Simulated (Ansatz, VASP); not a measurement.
Te2Mo: VASP beside Ansatz

File INCAR:

```
PREC = Accurate ; ENCUT = 520
EDIFF = 1E-6 ; ISMEAR = 0
SIGMA = 0.014 ; LREAL = F
LASPH = T ; NELM = 80
ALGO = Normal ; ISIF = 2
LWAVE = F ; LCHARG = F
GGA = PE ; NBANDS = 35
```

The input KPOINTS:

```
regular mesh
0
Gamma
  4 8 1
```

Contents of POSCAR:

```
Te2Mo
1.0
    6.3616090156      0.0000000000      0.0000000000
    0.0000000000      3.4804030600      0.0000000000
   -0.0857412231      0.0000000000     36.1758904685
Te Mo
4 2
Direct
    0.4292511000      0.7500000000      0.5407035800
    0.5707489000      0.2500000000      0.4592964200
    0.9208478700      0.2500000000      0.5565273200
    0.0791521300      0.7500000000      0.4434726800
    0.1813475600      0.2500000000      0.4974653700
    0.8186524400      0.7500000000      0.5025346300
```

File input.yaml:

```yaml
crystal:
  lattice:
    - [6.3616090156, 0.0, 0.0]
    - [0.0, 3.48040306, 0.0]
    - [-0.0857412231, 0.0, 36.1758904685]
  atoms:
    - { symbol: Te, position: [0.4292511, 0.75, 0.54070358] }
    - { symbol: Te, position: [0.5707489, 0.25, 0.45929642] }
    - { symbol: Te, position: [0.92084787, 0.25, 0.55652732] }
    - { symbol: Te, position: [0.07915213, 0.75, 0.44347268] }
    - { symbol: Mo, position: [0.18134756, 0.25, 0.49746537] }
    - { symbol: Mo, position: [0.81865244, 0.75, 0.50253463] }
hamiltonian:
  xc: pbe
  pseudopotentials: { kind: paw }
kpoints:
  mp_grid: { grid: [4, 8, 1] }
scf:
  occupations: { method: gaussian, width: 0.014 }
output:
  forces: true
  stress: true
  eigenvalues: true
  write_density: true
  write_potential: true
  elf: true
  volumetric_format: npy
```

Alike in both runs: task single point; functional PBE; k mesh 4 × 8 × 1; occupations gaussian, width 0.014 eV; no spin polarisation.

```csv
,VASP,Ansatz
version,VASP 6.6.1,Ansatz 0.2.0
potentials or method,"VASP PAW PBE potentials, release 64 (Te, Mo_sv)",Ansatz PAW
plane-wave cutoff (eV),520,420
valence electrons in the cell,52,92
```

```csv
,VASP,Ansatz,Ansatz less VASP
gap on the k mesh at the Fermi level (eV),none,none,-
rms of the force components (eV/Å),0.095,0.090,-0.0043
```

Atom by atom the forces differ by 0.006 eV/Å (rms over components). A gap of «none» marks a metal or a gap that the smearing closes. With one functional, cell and mesh, what is left measures potentials, basis and numerics. The two sets of potentials don't hold the same shells in valence.

Spin-orbit coupling is left out, which matters for the levels of Te.
